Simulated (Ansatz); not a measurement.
# SiC: LAPW beside PAW, part 2 of 2

Does the method matter for SiC? The same cell, functional and mesh are run with full-potential LAPW, frozen-core PAW and datasets made for this crystal.

Ansatz 0.2.0; DFT PBEsol; a database cell (COD). «Crystal datasets» are all-electron PAW datasets made for this crystal.

### Step 3. Frozen-core PAW

input.yaml reads:

```yaml
crystal:
  lattice:
    - [3.0759982064, 0.0, 0.0]
    - [-1.5379991032, 2.6638925888, 0.0]
    - [0.0, 0.0, 5.048]
  atoms:
    - { symbol: Si, position: [0.3333333333, 0.6666666667, 0.0] }
    - { symbol: Si, position: [0.6666666667, 0.3333333333, 0.5] }
    - { symbol: C, position: [0.3333333333, 0.6666666667, 0.385] }
    - { symbol: C, position: [0.6666666667, 0.3333333333, 0.885] }
kpoints:
  mp_grid: { grid: [15, 15, 8] }
  band_path:
    path:
      - [0.0, 0.0, 0.0]
      - [0.5, 0.0, 0.0]
      - [0.3333333333, 0.3333333333, 0.0]
      - [0.0, 0.0, 0.0]
      - [0.0, 0.0, 0.5]
      - [0.5, 0.0, 0.5]
      - [0.3333333333, 0.3333333333, 0.5]
      - [0.0, 0.0, 0.5]
      - [0.5, 0.0, 0.5]
    npoints: 14
scf:
  occupations: { method: fermi_dirac, width: 0.08 }
hamiltonian:
  xc: pbesol
  pseudopotentials: { kind: paw }
output:
  forces: true
  stress: true
  eigenvalues: true
  efg: { contact_densities: true }
  populations: true
  bader: true
  dos: { projected: true, de: 0.2, e_range: [-14, 8] }
  write_density: true
  write_potential: true
  elf: true
  volumetric_format: npy
```

On the command line:

```bash
ansatz run input.yaml --threads 1 --pin off --max-ram 6144MiB --backend cpu --events-out ev --progress --plain --runs-dir out
```

Standard output:

```text
Engine: ansatz 0.2.0
Pseudopotentials: kind: paw
Pseudopotential: Si, paw, valence charge 4, recommended cutoff 420 eV (normal)
Pseudopotential: C, paw, valence charge 4, recommended cutoff 420 eV (normal)
Functional definition: PBEsol
  exchange = pbesol_x
  correlation = pbesol_c
Crystal: 4 atoms, lattice volume = 41.364 Å³
Basis set: ecut = 420 eV, 785 PW (Γ), exchange–correlation on 48×48×72 points (8 copies of the dense FFT grid, shifted against one another)
Bands: 12, of which v1, the nominal top of the filled ones, is band 8 counted from 1 (7 counted from 0)
Symmetry: 12 space group operations
Space group: P63mc (ITA 186), of the structure as read, at distance tolerance 3.5e-5 Å
k-points: 135 of 1800 (time reversal used)
Non-local potential: Si, projectors of the file, l = 0: 2, l = 1: 2, l = 2: 2
Non-local potential: C, projectors of the file, l = 0: 2, l = 1: 2, l = 2: 1
PAW form: soft (Blöchl's): semilocal exchange-correlation on the pseudo side does not see the compensation charge
PAW frozen core: Si, regenerated for the run's functional, and the local potential with it (the file was generated under x = pbe(κ = 0.804, μ = 0.2195149727645171), c = pbe(β = 0.06672455060314922))
PAW frozen core: C, regenerated for the run's functional, and the local potential with it (the file was generated under x = pbe(κ = 0.804, μ = 0.2195149727645171), c = pbe(β = 0.06672455060314922))
PAW one-centre angular grid: Si, 110 points (default); XC on 64 Gauss nodes
PAW one-centre angular grid: C, 110 points (default); XC on 64 Gauss nodes
Initial density: superposition of atomic densities (neutral atoms: chi_scale 0, normalization atom), corrected by the library's trained network
Initial wavefunctions: pseudopotential atomic-orbital guess
Functional: x = pbesol(κ = 0.804, μ = 0.12345679012345678), c = pbesol(β = 0.046)
SCF iter   1: F=—  HF=-1737.379046 eV  |F-HF|=—  |Δ(HF+E_count)|=         —  Δρ=8.40e-3  dr2=3.57e-2  ethr=1.77e-3  ⟨swp⟩=5.1  Hψ=10566  notcnv=0
preconditioner: auto → none  [insulator: Δε(μ)=2.052 eV  Ē_g=11.795 eV  σ=0.080 eV  W_gap=1.00  n_scr=2 (ndim 8)  ℏωp=23.1 eV  f_vac=0.000  D(μ)=0.00/eV (n_scr^D=0)  ε∞_Penn≈4.8]
SCF iter   2: F=—  HF=-1737.369172 eV  |F-HF|=—  |Δ(HF+E_count)|=   9.87e-3  Δρ=2.38e-3  dr2=1.88e-3  ethr=2.23e-4  ⟨swp⟩=2.7  Hψ=4019  notcnv=0
SCF iter   3: F=—  HF=-1737.368657 eV  |F-HF|=—  |Δ(HF+E_count)|=   5.15e-4  Δρ=7.58e-4  dr2=1.72e-4  ethr=1.18e-5  ⟨swp⟩=2.0  Hψ=2478  notcnv=0
SCF iter   4: F=—  HF=-1737.368652 eV  |F-HF|=—  |Δ(HF+E_count)|=   4.70e-6  Δρ=1.10e-4  dr2=2.48e-6  ethr=1.07e-6  ⟨swp⟩=2.0  Hψ=2698  notcnv=0
SCF iter   5: F=—  HF=-1737.368660 eV  |F-HF|=—  |Δ(HF+E_count)|=   7.63e-6  Δρ=9.38e-6  dr2=3.06e-8  ethr=1.55e-8  ⟨swp⟩=2.0  Hψ=2704  notcnv=0
SCF iter   6: F=-1737.368660 eV  HF=-1737.368660 eV  |F-HF|=3.22e-10  |Δ(HF+E_count)|=   6.41e-9  Δρ=2.70e-6  dr2=1.78e-9  ethr=1.92e-10  ⟨swp⟩=5.6  Hψ=9154  notcnv=0
SCF 1 converged in 6 iterations: F = -1737.368660 eV  dr2 = 1.78e-9
NSCF: frozen V_eff on 113 k-points
SCF converged after 6 iterations
Free energy (F): -1737.368660 eV
Harris-Foulkes:  -1737.368660 eV  (|F-HF|=3.22e-10)
Internal energy: -1737.368660 eV  (E = F + TS)
E sigma→0 (E₀):  -1737.368660 eV
Entropy (-TS):   -0.000000 eV (-0.000 meV/atom)
Fermi energy:    10.829425 eV
--- Per-component energies (eV) ---
  E_band       = 56.218280
  E_kinetic    = 270.809463
  E_local      = -209.797774  (includes V_loc(G=0)·N_el)
  E_nonlocal   = 103.963933
  E_hartree    = 64.143781
  E_xc         = -209.347626
  E_vxc        = -218.435387  (∫ρ·V_xc dr)
  E_paw        = -1188.674688  (= ΣΔE_a)
  E_vpaw       = -18.609259  (= ΣTr[D̂ρ^β])
  E_aug_tail   = 0.000028  (compensation charges beyond the density's cutoff)
  E_ewald      = -568.571100
  E_core_change = 0.105322  (= ΣΔE_core)
  E_smearing   = -0.000000  (= −TS)
  E_closure    = 0.000000  (closes the sum)
  Σ components = -1737.368660   (vs F -1737.368660, Δ=0.00e0)
--- Forces (eV/Å), atoms counted from 1 ---
  atom   1  Si    -0.00000000     0.00000000     0.74726682
  atom   2  Si    -0.00000000    -0.00000000     0.74726682
  atom   3  C     -0.00000000     0.00000000    -0.74726845
  atom   4  C      0.00000000     0.00000000    -0.74726845
  max |Σ_I F_I| component: 3.25e-6 eV/Å
--- Stress (GPa, compression-positive) ---
        1.886687       0.000000      -0.000000
        0.000000       1.886687       0.000000
       -0.000000       0.000000      -2.990085
  P = ⅓ Tr σ = 0.2611 GPa (2.611 kbar)
--- PAW observables at the nuclei: V_zz in 10²¹ V/m², potentials from the cell's mean, atoms counted from 1 ---
  atom   1  Si V_zz =    +1.660609   η = 0.0000   by run symmetry: allowed
            electrostatic potential = -1362.111980 V   contact ρ = 12757.803306 e/Å³
  atom   2  Si V_zz =    +1.660609   η = 0.0000   by run symmetry: allowed
            electrostatic potential = -1362.111980 V   contact ρ = 12757.803306 e/Å³
  atom   3  C  V_zz =    +0.238820   η = 0.0000   by run symmetry: allowed
            electrostatic potential = -418.409193 V   contact ρ = 859.803601 e/Å³
  atom   4  C  V_zz =    +0.238820   η = 0.0000   by run symmetry: allowed
            electrostatic potential = -418.409193 V   contact ρ = 859.803601 e/Å³
--- Band table (eV; the first three rows and the last of 135) ---
  k-point 0: bands = ["-6.0214", "-2.4842", "0.9653", "8.1596", "8.1596", "9.4453", "9.4453", "9.7185", "14.2788", "15.6743", "16.1538", "16.1538"]
  k-point 1: bands = ["-5.9450", "-2.8071", "1.4147", "8.2017", "8.2017", "9.2581", "9.3882", "9.3882", "14.3489", "16.0230", "16.1768", "16.1768"]
  k-point 2: bands = ["-5.7171", "-3.4812", "2.4644", "8.1376", "8.3244", "8.3244", "9.2301", "9.2301", "14.5578", "16.2707", "16.2707", "16.4977"]
  k-point 134: bands = ["-1.1598", "-1.1598", "1.7506", "1.7506", "3.7987", "3.7987", "7.9620", "7.9620", "14.4545", "14.4545", "15.5634", "15.5634"]
--- Löwdin populations: 4 sites ---
  site symbol       q [e]
     0     Si      2.9392
     1     Si      2.9392
     2      C      4.9811
     3      C      4.9811
  spilling = 0.009964 (of n_electrons = 16.000000)
--- Bader charges: 4 sites ---
  site symbol  charge [e]  shift [e]
     0     Si      2.7579     0.0162
     1     Si      2.7579     0.0162
     2      C     -2.7579     0.0162
     3      C     -2.7579     0.0162
  estimated error of the sums over rays = 5.9e-4 e
```

Run time: 35 s. Hardware: 1 thread of Intel Xeon 6975P-C (Granite Rapids), shared host; peak memory 0.45 GiB.

Result: pressure 0.26 GPa; gap 2.17 eV, indirect from Γ to K; largest force 0.747 eV/Å; Vzz Si1 1.66 (η = 0.00), C3 0.24 (η = 0.00) (10²¹ V/m²).

```tsv
atom	Bader charge (e)	basin volume (Å³)
Si1	+2.76	4.67
C3	-2.76	16.01
```

Density in a lattice plane of the grid's cell (edges 3.08 and 5.05 Å, at 0.333 of the third edge), which holds Si and C.

Ten even steps from ' ' (0.07 e/Å³) to '@' (1.80 e/Å³):
```
::......::--==**%%@@%%##++==
::........--++##@@@@@@@@**==
::..  ....::==##@@@@@@%%**--
..        ..--++##%%%%**==::
          ..::--++**++==--..
            ..::--====--::..
            ..::::----::....
          ..................
................        ....
::......::::::..        ..::
::::::::::::::..      ..::::
::::::::::::::::..    ..::::
::::::::::::................
................        ....
  ........                  
                            
                            
            ..............  
..............::::::::::::..
::........::--==++++++++--::
```
Columns run along the first of these edges and rows up along the second, over one cell in 14 and 20 even steps from the bottom left corner. Atoms in the plane (fractional): Si at (0.67, 0.50), C at (0.67, 0.89).

ELF in the same plane.

Values, 12 rows by 8 columns:
```
0.79 0.43 0.55 0.84 0.75 0.15 0.33 0.82
0.64 0.29 0.38 0.72 0.69 0.30 0.42 0.74
0.38 0.11 0.16 0.52 0.79 0.86 0.85 0.72
0.23 0.08 0.11 0.35 0.73 0.89 0.87 0.61
0.40 0.34 0.36 0.41 0.30 0.32 0.29 0.34
0.75 0.66 0.69 0.74 0.34 0.37 0.20 0.51
0.79 0.70 0.73 0.79 0.54 0.15 0.20 0.70
0.64 0.60 0.61 0.63 0.49 0.25 0.30 0.56
0.38 0.50 0.47 0.33 0.19 0.12 0.13 0.22
0.23 0.36 0.33 0.20 0.12 0.10 0.10 0.13
0.40 0.27 0.30 0.45 0.51 0.49 0.50 0.50
0.75 0.38 0.49 0.81 0.80 0.67 0.71 0.82
```
Columns run along the first of these edges and rows up along the second, over one cell in 8 and 12 even steps from the bottom left corner. Atoms in the plane (fractional): Si at (0.67, 0.50), C at (0.67, 0.89).

Both are smooth fields of the valence electrons: close to the nuclei they are not physical.

Outside the cores ELF peaks at 0.93 on the C–Si line, 0.9 Å from C; 0.92 on the Si–C line, 1.0 Å from Si.

### Step 4. Datasets made for this crystal

Edit input.yaml of step 3 so:

```diff
@@ -23,3 +23,3 @@
       - [0.5, 0.0, 0.5]
-    npoints: 14
+    npoints: 8
 scf:
@@ -28,3 +28,3 @@
   xc: pbesol
-  pseudopotentials: { kind: paw }
+  pseudopotentials: { kind: all_electron, datasets: crystal }
 output:
@@ -34,8 +34 @@
   efg: { contact_densities: true }
-  populations: true
-  bader: true
-  dos: { projected: true, de: 0.2, e_range: [-14, 8] }
-  write_density: true
-  write_potential: true
-  elf: true
-  volumetric_format: npy
```

On the command line:

```bash
ansatz run input.yaml --threads 1 --pin off --max-ram 6144MiB --backend cpu --events-out ev --progress --plain --runs-dir out
```

Standard output, shortened:

```text
[...]
band count auto-derived: 13 (N_el = 16.0; filled up to band 8; 12 by the electrons, moments and atoms)
[...]
[... 1 set-up line as earlier in the session ...]
Pseudopotential: Si, paw, valence charge 12, recommended cutoff 340 eV (normal), Koelling and Harmon's equation, gaussian nucleus
Pseudopotential: C, paw, valence charge 4, recommended cutoff 340 eV (normal), Koelling and Harmon's equation, gaussian nucleus
[... 1 set-up line as earlier in the session ...]
[...]
Crystal: 4 atoms, lattice volume = 41.364 Å³
Basis set: ecut = 340 eV, 591 PW (Γ), exchange–correlation on 48×48×72 points (8 copies of the dense FFT grid, shifted against one another)
Bands: 13, of which v1, the nominal top of the filled ones, is band 8 counted from 1 (7 counted from 0)
[... 2 set-up lines as earlier in the session ...]
[...]
  P = ⅓ Tr σ = 0.2055 GPa (2.055 kbar)
  It holds what live shells' own plane waves past their cutoff add
--- PAW observables at the nuclei: V_zz in 10²¹ V/m², potentials from the cell's mean, atoms counted from 1 ---
  atom   1  Si V_zz =    +1.614876   η = 0.0000   by run symmetry: allowed
            electrostatic potential = -1360.609487 V   contact ρ = 12766.679485 e/Å³
  atom   2  Si V_zz =    +1.614876   η = 0.0000   by run symmetry: allowed
            electrostatic potential = -1360.609487 V   contact ρ = 12766.679485 e/Å³
  atom   3  C  V_zz =    +0.251574   η = 0.0000   by run symmetry: allowed
            electrostatic potential = -417.617074 V   contact ρ = 859.945954 e/Å³
  atom   4  C  V_zz =    +0.251574   η = 0.0000   by run symmetry: allowed
            electrostatic potential = -417.617074 V   contact ρ = 859.945954 e/Å³
--- Band table (eV; the first three rows and the last of 135) ---
  k-point 0: bands = ["-4.7404", "-1.2042", "2.2466", "9.4397", "9.4397", "10.7265", "10.7265", "10.9999", "15.5631", "16.9650", "17.4320"]
[...]
```

Wall time 20 s (1 thread of Intel Xeon 6975P-C (Granite Rapids), shared host); peak memory 0.78 GiB.

This run gives: pressure 0.21 GPa; gap 2.17 eV, indirect from Γ to K; largest force 0.746 eV/Å; Vzz Si1 1.61 (η = 0.00), C3 0.25 (η = 0.00) (10²¹ V/m²).

```tsv
atom	contact density (e/Å³)
Si1	12766.68
C3	859.946
```

### Step 5. The methods compared

Highest filled and lowest empty level at the labelled points (eV from each run's valence-band top):

```tsv
point	LAPW top	LAPW bottom	PAW top	PAW bottom	crystal datasets top	crystal datasets bottom
Γ	0.00	4.56	0.00	4.56	0.00	4.56
M	-1.49	2.47	-1.49	2.47	-1.49	2.47
K	-4.07	2.17	-4.07	2.17	-4.07	2.17
Γ	0.00	4.56	0.00	4.56	0.00	4.56
A	-0.97	5.64	-0.97	5.64	-0.97	5.64
L	-2.35	3.06	-2.35	3.06	-2.35	3.06
H	-1.76	4.74	-1.76	4.74	-1.76	4.74
A	-0.97	5.64	-0.97	5.64	-0.97	5.64
L	-2.35	3.06	-2.35	3.06	-2.35	3.06
```

| method | pressure (GPa) | gap (eV) | largest force (eV/Å) | Vzz Si1 (10²¹ V/m²) | Vzz C3 (10²¹ V/m²) | SCF cycles, all passes |
| --- | --- | --- | --- | --- | --- | --- |
| LAPW | 0.21 | 2.17 | 0.746 | – | – | 7 |
| PAW | 0.26 | 2.17 | 0.747 | 1.66 | 0.24 | 6 |
| crystal datasets | 0.21 | 2.17 | 0.746 | 1.61 | 0.25 | 8 |

### Step 6. Outcome

This closing draws on all 2 parts.

| quantity | value |
| --- | --- |
| pressure | LAPW 0.21, PAW 0.26, crystal datasets 0.21 GPa |
| gap (LAPW) | 2.17 eV, indirect from Γ to K |
| largest force | LAPW 0.746, PAW 0.747, crystal datasets 0.746 eV/Å |
| Bader charges (PAW) | Si1 +2.76, C3 -2.76 e |
| highest ELF (PAW) | 0.93, 0.91 Å from C |

In words: The pressure is within half a GPa of zero, so the volume is close to equilibrium at this level. A gap opens: 2.17 eV, indirect from Γ to K. It is the Kohn-Sham gap of a semilocal functional, which mostly lies below the gap found in experiment. The top eV of the valence band is mostly C 2p (86 % of the projected weight). The projection holds only the free atom's occupied shells (Si 3s, Si 3p, C 2s, C 2p in this range). The field gradient at Si1, the largest by crystal datasets, is 1.66 by PAW and 1.61 by crystal datasets (10²¹ V/m²), within 5 %. PAW lies +0.05 GPa from LAPW in pressure and less than 0.01 eV in the gap. The forces differ by at most 1 meV/Å in a component, on a largest force of 0.746 eV/Å.
